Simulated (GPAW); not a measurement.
GaSb: single point with PBE

**Measured values to compare with.**

From a printed reference work, data compilation, for a bulk crystal of GaSb at 4.2 K: band gap 0.811 eV (direct).

Crystal: GaSb.

```
Sb Ga
1.0
     0.00000    3.05900    3.05900
     3.05900    0.00000    3.05900
     3.05900    3.05900    0.00000
Sb Ga
1 1
Direct
  0.75000 0.75000 0.75000
  0.00000 0.00000 0.00000
```

* Program: GPAW 26.7.0
* Task: single point
* Functional: PBE
* Potentials or basis: GPAW PAW data sets (gpaw-data 1.2.1)
* Cutoff: 600 eV
* Basis: pw
* k mesh: 8 × 8 × 8
* Occupations: fermi-dirac, width 0.05 eV
* Spin: no spin polarisation
* Maxiter: 150

| Item | Value |
| --- | --- |
| Pressure | 2.3 GPa |
| Band gap on the k mesh | 0.09 eV, direct |

Levels at points of the mesh, in eV from the valence-band top:
```tsv
k point	band 6	band 7	band 8	band 9	band 10	band 11	band 12	band 13
(0.00, 0.00, 0.00)	-11.44	0.00	0.00	0.00	0.09	2.82	2.82	2.82
(0.50, 0.50, 0.00)	-9.06	-6.76	-2.56	-2.56	0.94	1.28	8.75	8.75
(0.50, 0.50, 0.50)	-9.87	-6.33	-1.15	-1.15	0.44	3.79	3.79	6.51
```

It took 16 s on 1 thread of Arm Neoverse V1 (shared host), peak memory 0.17 GiB.

Measured gap of GaSb: 0.811 eV (direct; 4.2 K; a printed reference work, data compilation). This calculation gives 0.09 eV (-0.72 eV). Spin-orbit coupling on Ga, Sb is left out. The value is that of PBE on a finite k mesh, which can miss the band edges, without temperature or zero-point motion. Semilocal functionals fall short of measured gaps as a rule.

Caveat: spin-orbit coupling is left out, which moves the levels of the heavy elements.
